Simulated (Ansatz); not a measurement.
P (Pm-3m): electronic heat capacity and spin susceptibility from the density of states

All numbers below come from Ansatz, DFT PBEsol+D3(BJ), scalar-relativistic, plane waves, PAW.

Settings: cutoff 420 eV, Γ-centred mesh 18×18×18 on the computed 1-atom cell, Gaussian smearing of 0.10 eV; no spin polarisation.

Relaxed cell: Pm-3m, a = 2.391 Å, b = 2.391 Å, c = 2.391 Å, α = 90.00°, β = 90.00°, γ = 90.00°, 1 atom in the primitive cell. This simple cubic form isn't the element's structure at ambient conditions.

The density of states at the Fermi level is 0.289 states/eV in the cell of 1 atom (1 formula unit; both spins, tetrahedra on a 27×27×27 mesh).

Question: What Sommerfeld coefficient and Pauli susceptibility does this give?

Answer: Per formula unit N(E_F) = 0.289 states/eV. γ = (π²/3) k_B² N(E_F) N_A = 2.357 mJ/(mol K²) per state/eV, so γ = 0.7 mJ/(mol K²), a mole of formula units. χ_P = μ_B² N(E_F) N_A = 3.23×10⁻⁵ emu/mol per state/eV gives 0.9×10⁻⁵ emu/mol. This is the bare band result: a measured γ of the same phase is as a rule larger by a factor 1 + λ from phonons and spin fluctuations, the spin part of χ is larger by the Stoner factor, and a measured χ also holds orbital and core terms. N(E_F) at one energy is sensitive to the mesh where the density of states has sharp peaks.

Cost: 1 run of about 0.2 core-minutes, on Arm Neoverse V2 (shared hosts).